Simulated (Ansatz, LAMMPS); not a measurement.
# Squeezing and shearing InP with crystalline order left by the classical run (76 atoms), part 2 of 3

How stiff is InP with crystalline order left by the classical run (76 atoms)?

Ansatz 0.2.0; Kohn-Sham DFT, revPBE, PAW (set soft_2), plane waves.

The cell: 38 In and 38 P. The quench rate of 10 K/ps is orders of magnitude faster than experiment. The network of bonds at the start is that of the classical potential that made the cell. Only the Γ point is sampled.

So far. Step 2 (Single point at the start): The r.m.s. force at the start is 0.21 eV/Å. Step 3 (Cell and atoms relaxed): The relaxation converged after 13 steps, with a largest force component of 9.8e-4 eV/Å.

## (4) Single point at the relaxed geometry

One more single point at the end of the walk gives the fuller output and checks the residual forces.

input.yaml

```yaml
crystal:
  lattice:
    - [12.69773, 0.65081, 1.11149]
    - [0.65081, 14.68925, -0.07803]
    - [1.11149, -0.07803, 11.07686]
  atoms:
    - { symbol: In, position: [0.26437, 0.69296, 0.60772] }
    - { symbol: In, position: [0.15911, 0.03506, 0.34456] }
    - { symbol: In, position: [0.4749, 0.00875, 0.13404] }
    - { symbol: In, position: [0.6328, 0.74559, 0.02877] }
    - { symbol: In, position: [0.4749, 0.50875, 0.13404] }
    - { symbol: In, position: [0.58016, 0.16665, 0.39719] }
    [... 64 atom lines left out ...]
    - { symbol: P, position: [0.29042, 0.35785, 0.6733] }
    - { symbol: P, position: [0.0799, 0.54206, 0.14699] }
    - { symbol: P, position: [0.23779, 0.2789, 0.04173] }
    - { symbol: P, position: [0.44832, 0.09469, 0.56804] }
    - { symbol: P, position: [0.60621, 0.33154, 0.46278] }
    - { symbol: P, position: [0.97463, 0.38417, 0.88383] }
kpoints:
  mp_grid: { grid: [1, 1, 1] }
hamiltonian:
  xc: revpbe
scf:
  occupations: { method: fermi_dirac, width: 0.025 }
output:
  forces: true
  stress: true
  populations: intrinsic
  dos:
    method: { smearing: { sigma: 0.08 } }
    de: 0.1
    projected: { site_lists: { In: [In], P: [P] } }
  eigenvalues: true
  write_density: true
  write_potential: true
  volumetric_format: npy
```

On the command line:

```bash
$ ansatz run input.yaml --threads 4 --pin off --max-ram 8192MiB --backend cpu --events-out ev --progress --plain --runs-dir out
```

Numbers of over 12 decimals in the logs are rounded to 6 here.

What it wrote:

```text
Warning: the atoms were moved onto the symmetric positions of the space group found under crystal.symmetry.tolerance 1.0e-5 (fractional; no operation is sought that the atoms, as they stand in a round, miss by more than twice it, and no atom is moved by as much as it), and the run uses the moved positions. [...]
[...]
Crystal: 76 atoms, lattice volume = 2043.028 Å³
Basis set: ecut = 420 eV, 39961 PW (Γ), exchange–correlation on 180×200×150 points (8 copies of the dense FFT grid, shifted against one another)
Bands: 418, of which v1, the nominal top of the filled ones, is band 342 counted from 1 (341 counted from 0)
Symmetry: 38 space group operations
[...]
k-points: 1
[...]
SCF iter   1: F=—  HF=-241768.522655 eV  |F-HF|=—  |Δ(HF+E_count)|=         —  Δρ=2.26e-3  dr2=9.23e-2  ethr=1.77e-3  ⟨swp⟩=8.0  Hψ=1983  notcnv=0  defer=6
[...]
SCF iter   7: F=-241768.492169 eV  HF=-241768.492169 eV  |F-HF|=2.38e-8  |Δ(HF+E_count)|=   1.35e-6  Δρ=6.86e-7  dr2=9.61e-9  ethr=1.46e-11  ⟨swp⟩=19.0  Hψ=3194  notcnv=0
SCF 1 converged in 7 iterations: F = -241768.492169 eV  dr2 = 9.61e-9
[...]
SCF converged after 7 iterations
Free energy (F): -241768.492169 eV
[...]
Internal energy: -241768.491873 eV  (E = F + TS)
E sigma→0 (E₀):  -241768.492021 eV
Entropy (-TS):   -0.000296 eV (-0.004 meV/atom)
Fermi energy:    6.516020 eV
[...]
--- Forces (eV/Å), atoms counted from 1 ---
  atom   1  In     0.00048420     0.00091250     0.00067619
  atom   2  In     0.00048420     0.00091250     0.00067619
  atom   3  In     0.00048420     0.00091250     0.00067619
  atom   4  In     0.00048420     0.00091250     0.00067619
  atom   5  In     0.00048420     0.00091250     0.00067619
  atom   6  In     0.00048420     0.00091250     0.00067619
  atom   7  In     0.00048420     0.00091250     0.00067619
  atom   8  In     0.00048420     0.00091250     0.00067619
  atom   9  In     0.00048420     0.00091250     0.00067619
  atom  10  In     0.00048420     0.00091250     0.00067619
  atom  11  In     0.00048420     0.00091250     0.00067619
  atom  12  In     0.00048420     0.00091250     0.00067619
  atom  13  In     0.00048420     0.00091250     0.00067619
  atom  14  In     0.00048420     0.00091250     0.00067619
[...]
atom  75  P     -0.00048450    -0.00091208    -0.00067612
  atom  76  P     -0.00048450    -0.00091208    -0.00067612
  max |Σ_I F_I| component: 1.60e-5 eV/Å
--- Stress (GPa, compression-positive) ---
       -0.001543       0.000004       0.001446
        0.000004      -0.003759      -0.003869
        0.001446      -0.003869      -0.004721
  P = ⅓ Tr σ = -0.0033 GPa (-0.033 kbar)
--- Band table (eV) ---
[...]
--- intrinsic populations: 76 sites ---
  site symbol       q [e]
     0     In     12.7056
     1     In     12.7056
     2     In     12.7056
[...]
75      P      5.2944
  spilling = 0.000000 (of n_electrons = 684.000000)
```

Elapsed: 37 s, on 4 threads of Arm Neoverse V1, shared host; peak memory 2.6 GiB; 2.4 min of CPU time.

The program notes that positions were snapped to a detected symmetry.

Numbers from this run:

```
free energy                                      : -241768.4922 eV
free energy per atom                             : -3181.1644 eV/atom
SCF cycles                                       : 7
pressure                                         : -0.003341 GPa
r.m.s. force component                           : 0.00071 eV/Å
longest force                                    : 0.00123 eV/Å
Fermi energy                                     : 6.516 eV
gap (highest filled to lowest empty level) : 0.4061 eV
```

Intrinsic-atomic-orbital charges by element:

```csv
element,coordination,atoms,mean charge (e),spread,least,most
In,all,38,0.294,0,0.294,0.294
P,all,38,-0.294,0,-0.294,-0.294
```

Density of states as counts of states in windows of 1 eV (from the Fermi level), total and the larger projections:

```csv
from (eV),to (eV),total,P p,In p,In s,P s
-14,-13,0.1,0.0,0.0,0.0,0.0
-13,-12,0.0,0.0,0.0,0.0,0.0
-12,-11,2.0,0.0,0.0,0.8,1.2
-11,-10,23.1,0.6,4.7,4.5,12.7
-10,-9,50.9,0.7,12.4,3.8,31.6
-9,-6,0.0,0.0,0.0,0.0,0.0
-6,-5,39.6,18.2,2.5,17.3,1.2
-5,-4,22.6,10.4,1.9,7.7,2.3
-4,-3,17.5,9.2,2.9,3.3,1.8
-3,-2,61.9,39.8,19.4,1.5,0.5
-2,-1,67.8,50.0,15.5,0.9,0.4
-1,0,18.5,15.4,2.5,0.1,0.1
0,1,2.0,0.0,0.0,1.2,0.8
1,2,12.6,2.5,2.7,4.3,2.6
2,3,56.6,16.6,14.4,14.5,6.1
3,4,50.8,11.6,23.4,6.7,3.9
```

The curve was stored every 0.100 eV, coarse against its broadening of 0.08 eV, so these counts are rough.

Between -15 and -14 eV lie 380 more states.

The levels nearest the highest filled one (over half full), pooled over k-points and spins:

```csv
level less the highest filled one (eV),occupation
-0.774,2
-0.609,2
-0.609,2
-0.0721,2
-0.0583,2
0,2.00
0.406,0.001
1.40,0
1.82,0
1.82,0
1.91,0
1.91,0
```

Electrostatic potential energy in the ab plane at fractional z = 0.029, with atoms of In and P within 0.2 Å of it. With pseudopotentials it is smooth inside the atoms' cores, unlike the true potential.

Values in eV, 13 rows by 16 columns, each cell a mean:
```
  4   3   8  10  10   9   7   7   7   7  -1   2   4   7  10   9
-17 -23   3   7   8   9   9  10  10   7  -5   0   9  10  10   6
  4   1   3 -25 -21   7  10  10   7  -9 -15   3  10  10  10   9
 10  10   7  -8  -9   8  10  10   7 -20 -31  -6   4   5   9  10
 10   8  -6 -18   1  10  10  10  10   7   5   6 -19 -25   5   9
 10   8  -1 -13   1   7   7   7   8   9  10   9   5   4   9  10
  9   8   9   9  10   7   4   4   4   8   8   6   3   6  10  10
 -9 -12   6  10  10  10   9   9   9   7 -10  -3   7   9  10   7
 -8 -15   3  -6  -3   8   9  10   9   5   1   6  10  10  10   7
  9   8   5 -26 -25   6  10  10   6 -23 -31  -4   9  10  10  10
 10   9   3  -3   4  10  10  10   9  -4 -13   1 -10 -12   7  10
 10   8  -9 -26  -3   9  10  10   9   9   9   8  -7 -13   6  10
 10   8   6   3   7   6   3   4   5   9  10   8   5   8  10  10
```
Columns run along a (12.8 Å; values clipped at the 3rd and 97th percentile), rows up along b (14.7 Å). Atoms in or near the plane, at fractional coordinates: In at (0.63, 0.75), In at (0.63, 0.25), P at (0.24, 0.78), P at (0.24, 0.28).

Valence density in the ab plane at fractional z = 0.029, with atoms of In and P within 0.2 Å of it. It is the smooth field of the valence electrons, not physical close to the nuclei.

Ten steps, logarithmic in the rise over the least value, from '0' (0.01 × 1e0 e/Å³) to '9' (7.56 × 1e0 e/Å³), each cell a mean:
```
112211000001223332222223333332100000
344421000000111111111234444321101112
577742111111000000001234443210001123
467643333332110000001233332100000112
123333444443210000012465431000000001
000113443344210000125899852110000000
000012344443100000124799853333221000
000012344321000000012355433444442100
000124676421000000000111123444443210
011234677532111111000000012344432100
012233344322333322210000001222211000
012222211112334433321111112222100000
112211000001223332222223333332100000
344421000000111111111234444321101112
577742111111000000001234443210001123
467643333332110000001233332100000112
123333444443210000012465431000000001
000113443344210000125899852110000000
000012344443100000124799853333221000
000012344321000000012355433444442100
000124676421000000000111123444443210
011234677532111111000000012344432100
012233344322333322210000001222211000
012222211112334433321111112222100000
```
Columns run along a (12.8 Å), rows up along b (14.7 Å). Atoms in or near the plane, at fractional coordinates: In at (0.63, 0.75), In at (0.63, 0.25), P at (0.24, 0.78), P at (0.24, 0.28).

Filled and empty levels are parted by 0.406 eV (at Γ alone); a semilocal functional tends to put such gaps too low. In a disordered cell it changes from sample to sample, and tail or defect levels can set it. Mean intrinsic-atomic-orbital charges: In +0.29, P -0.29 e. Charges this small depend on the projection, at times even in sign. The largest share in the top eV of filled states is P p (82 % of the projected weight), and in the lowest eV of empty states In s (55 % of the projected weight).

## (5) Volume -3 %

The relaxed cell is scaled evenly and the atoms are relaxed again; the stress at the end gives one point of P(V).

input.yaml, the sections that differ from step 4:

```yaml
crystal:
  lattice:
    - [12.56946, 0.64424, 1.10026]
    - [0.64424, 14.54086, -0.07724]
    - [1.10026, -0.07724, 10.96496]
  atoms:
    [... the 76 atom lines of step 4 ...]
output:
  forces: true
  eigenvalues: true
  stress: true
relax:
  f_tol: 0.05
  max_steps: 70
# kpoints, hamiltonian, scf: as in step 4
```

What it wrote:

```text
[...]
Warning: output.stress: scf.convergence.dr2_threshold = 1e-7 eV (the SCF's general default) is looser than the 7.6e-9 eV advised for a printed stress (1e-10 eV for each atom of the cell: 76). What an SCF threshold leaves in a stress goes as its square root, and in the free energy as the threshold itself, and one threshold admits the most on a small cell: [...]
[...]
Crystal: 76 atoms, lattice volume = 1981.736 Å³
Basis set: ecut = 420 eV, 38743 PW (Γ), exchange–correlation on 180×200×150 points (8 copies of the dense FFT grid, shifted against one another)
Bands: 418, of which v1, the nominal top of the filled ones, is band 342 counted from 1 (341 counted from 0)
Symmetry: 38 space group operations
[...]
k-points: 1
[...]
SCF iter   1: F=—  HF=-241768.176807 eV  |F-HF|=—  |Δ(HF+E_count)|=         —  Δρ=2.30e-3  dr2=9.47e-2  ethr=1.77e-3  ⟨swp⟩=8.0  Hψ=1994  notcnv=0  defer=7
[...]
SCF iter   5: F=—  HF=-241768.144535 eV  |F-HF|=—  |Δ(HF+E_count)|=   1.22e-4  Δρ=1.96e-5  dr2=1.09e-5  ethr=9.14e-9  ⟨swp⟩=12.0  Hψ=1922  notcnv=0
SCF iter   6: F=-241768.144573 eV  HF=-241768.144572 eV  |F-HF|=9.36e-7  |Δ(HF+E_count)|=   3.71e-5  Δρ=3.74e-6  dr2=3.24e-7  ethr=1.60e-9  ⟨swp⟩=5.0  Hψ=1563  notcnv=0
SCF 1 converged in 6 iterations: F = -241768.144573 eV  dr2 = 3.24e-7
[...]
relax step   1: F+E_penalty+E_count = -241768.14457276 eV  Δ(F+E_penalty+E_count) = +0.000e0 eV  max|allowed force component| = 7.780e-3 eV/Å  Δτ_max = 0.0000 Å  (6 SCF iters, dr2 threshold 6.25e-5 eV, accepted)
[...]
SCF iter   3: F=-241768.144573 eV  HF=-241768.144573 eV  |F-HF|=2.40e-8  |Δ(HF+E_count)|=   6.20e-7  Δρ=5.47e-7  dr2=9.91e-9  ethr=1.46e-11  ⟨swp⟩=5.0  Hψ=1455  notcnv=0
SCF 2 converged in 3 iterations: F = -241768.144573 eV  dr2 = 9.91e-9
relax step   2: F+E_penalty+E_count = -241768.14457304 eV  Δ(F+E_penalty+E_count) = -2.788e-7 eV  max|allowed force component| = 7.784e-3 eV/Å  Δτ_max = 0.0000 Å  (3 SCF iters, accepted)
SCF converged after 3 iterations
Free energy (F): -241768.144573 eV
[...]
Internal energy: -241768.144559 eV  (E = F + TS)
E sigma→0 (E₀):  -241768.144566 eV
Entropy (-TS):   -0.000015 eV (-0.000 meV/atom)
Fermi energy:    6.963630 eV
[...]
Σ components = -241768.144573   (vs F -241768.144573, Δ=0.00e0)
--- Forces (eV/Å), atoms counted from 1 ---
  atom   1  In     0.00634923    -0.00231878     0.00778406
  atom   2  In     0.00634923    -0.00231878     0.00778406
  atom   3  In     0.00634923    -0.00231878     0.00778406
  atom   4  In     0.00634923    -0.00231878     0.00778406
[...]
atom  76  P     -0.00634937     0.00231894    -0.00778447
  max |Σ_I F_I| component: 1.54e-5 eV/Å
--- Stress (GPa, compression-positive) ---
        1.884527       0.010607       0.029183
        0.010607       1.868355      -0.025832
        0.029183      -0.025832       1.864654
  P = ⅓ Tr σ = 1.8725 GPa (18.725 kbar)
--- Band table (eV) ---
[...]
--- Relaxed structure (2 steps of the walk, 2 accepted, 0 SCFs on fresh bases) ---
  F+E_penalty+E_count = -241768.14457304 eV   max|allowed force component| = 7.784e-3 eV/Å
  atoms:
    - { symbol: In, position: [0.264373, 0.692960, 0.607721] }
    - { symbol: In, position: [0.159110, 0.035065, 0.344563] }
    - { symbol: In, position: [0.474899, 0.00874921, 0.134036] }
    - { symbol: In, position: [0.632794, 0.745591, 0.028773] }
[...]
- { symbol: P, position: [0.974633, 0.384168, 0.883830] }
```

The job ended after 47 s (4 threads; peak memory 2.5 GiB; 3 min of CPU time).

The program notes that the SCF threshold is loose for the stress.

The relaxation converged after 2 steps, 0 eV below its start, with a largest force component of 0.0078 eV/Å.

Volume -3 %: the energy stands 0.348 eV above that of the reference, at a pressure of 1.87 GPa.

## (6) Volume +3 %

The relaxed cell is scaled to another volume.

Input and log are left out; they have the form of those shown for this kind of step.

Wall time 49 s (4 threads of Arm Neoverse V1, shared host); peak memory 2.7 GiB.

The relaxation converged after 2 steps, 0 eV below its start, with a largest force component of 0.0055 eV/Å.

Volume +3 %: the energy stands 0.312 eV above that of the reference, at a pressure of -1.58 GPa.

## (7) Volume -6 %

The relaxed cell is scaled to another volume.

input.yaml, the sections that differ from step 5:

```yaml
crystal:
  lattice:
    - [12.43852, 0.63752, 1.0888]
    - [0.63752, 14.38939, -0.07644]
    - [1.0888, -0.07644, 10.85074]
  atoms:
    [... the 76 atom lines of step 4 ...]
# kpoints, hamiltonian, scf, output, relax: as in step 5
```

What it wrote:

```text
[...]
Crystal: 76 atoms, lattice volume = 1920.448 Å³
Basis set: ecut = 420 eV, 37521 PW (Γ), exchange–correlation on 180×200×150 points (8 copies of the dense FFT grid, shifted against one another)
Bands: 418, of which v1, the nominal top of the filled ones, is band 342 counted from 1 (341 counted from 0)
Symmetry: 38 space group operations
[...]
k-points: 1
[...]
SCF iter   1: F=—  HF=-241767.057845 eV  |F-HF|=—  |Δ(HF+E_count)|=         —  Δρ=2.34e-3  dr2=9.65e-2  ethr=1.77e-3  ⟨swp⟩=8.0  Hψ=1978  notcnv=0  defer=6
[...]
SCF iter   5: F=—  HF=-241767.014700 eV  |F-HF|=—  |Δ(HF+E_count)|=   1.16e-4  Δρ=1.91e-5  dr2=1.00e-5  ethr=9.14e-9  ⟨swp⟩=12.0  Hψ=1942  notcnv=0
SCF iter   6: F=-241767.014733 eV  HF=-241767.014733 eV  |F-HF|=6.16e-7  |Δ(HF+E_count)|=   3.28e-5  Δρ=3.53e-6  dr2=2.77e-7  ethr=1.46e-9  ⟨swp⟩=5.0  Hψ=1432  notcnv=0
SCF 1 converged in 6 iterations: F = -241767.014733 eV  dr2 = 2.77e-7
[...]
relax step   1: F+E_penalty+E_count = -241767.01473320 eV  Δ(F+E_penalty+E_count) = +0.000e0 eV  max|allowed force component| = 1.566e-2 eV/Å  Δτ_max = 0.0000 Å  (6 SCF iters, dr2 threshold 6.25e-5 eV, accepted)
[...]
SCF iter   3: F=-241767.014733 eV  HF=-241767.014733 eV  |F-HF|=2.33e-8  |Δ(HF+E_count)|=   4.04e-7  Δρ=5.35e-7  dr2=9.29e-9  ethr=1.46e-11  ⟨swp⟩=4.0  Hψ=1165  notcnv=0
SCF 2 converged in 3 iterations: F = -241767.014733 eV  dr2 = 9.29e-9
relax step   2: F+E_penalty+E_count = -241767.01473339 eV  Δ(F+E_penalty+E_count) = -1.930e-7 eV  max|allowed force component| = 1.565e-2 eV/Å  Δτ_max = 0.0000 Å  (3 SCF iters, accepted)
SCF converged after 3 iterations
Free energy (F): -241767.014733 eV
[...]
Internal energy: -241767.014733 eV  (E = F + TS)
E sigma→0 (E₀):  -241767.014733 eV
Entropy (-TS):   -0.000001 eV (-0.000 meV/atom)
Fermi energy:    7.438943 eV
[...]
Σ components = -241767.014733   (vs F -241767.014733, Δ=0.00e0)
--- Forces (eV/Å), atoms counted from 1 ---
  atom   1  In     0.01276949    -0.00596944     0.01565351
  atom   2  In     0.01276949    -0.00596944     0.01565351
  atom   3  In     0.01276949    -0.00596944     0.01565351
  atom   4  In     0.01276949    -0.00596944     0.01565351
[...]
atom  76  P     -0.01276948     0.00596960    -0.01565390
  max |Σ_I F_I| component: 1.51e-5 eV/Å
--- Stress (GPa, compression-positive) ---
        4.121335       0.022101       0.057584
        0.022101       4.088498      -0.052026
        0.057584      -0.052026       4.076845
  P = ⅓ Tr σ = 4.0956 GPa (40.956 kbar)
--- Band table (eV) ---
[...]
--- Relaxed structure (2 steps of the walk, 2 accepted, 0 SCFs on fresh bases) ---
  F+E_penalty+E_count = -241767.01473339 eV   max|allowed force component| = 1.565e-2 eV/Å
  atoms:
    - { symbol: In, position: [0.264373, 0.692960, 0.607721] }
    - { symbol: In, position: [0.159110, 0.035065, 0.344563] }
    - { symbol: In, position: [0.474899, 0.00874921, 0.134036] }
    - { symbol: In, position: [0.632794, 0.745591, 0.028773] }
[...]
- { symbol: P, position: [0.974633, 0.384168, 0.883830] }
```

The job ended after 45 s (4 threads; peak memory 2.5 GiB).

The relaxation converged after 2 steps, 0 eV below its start, with a largest force component of 0.016 eV/Å.

Volume -6 %: the energy stands 1.48 eV above that of the reference, at a pressure of 4.10 GPa.

(Continued in part 3 of 3.)

[Logs are printed without paths, hosts, clocks, repeated set-up lines and the standing remarks that a program may print on its own settings, such as how far it seeks lower states.]

[Hosts, paths, dates, database ids (printed as entryN), source tags and the programs' standing remarks are cut or masked in the printed files.]
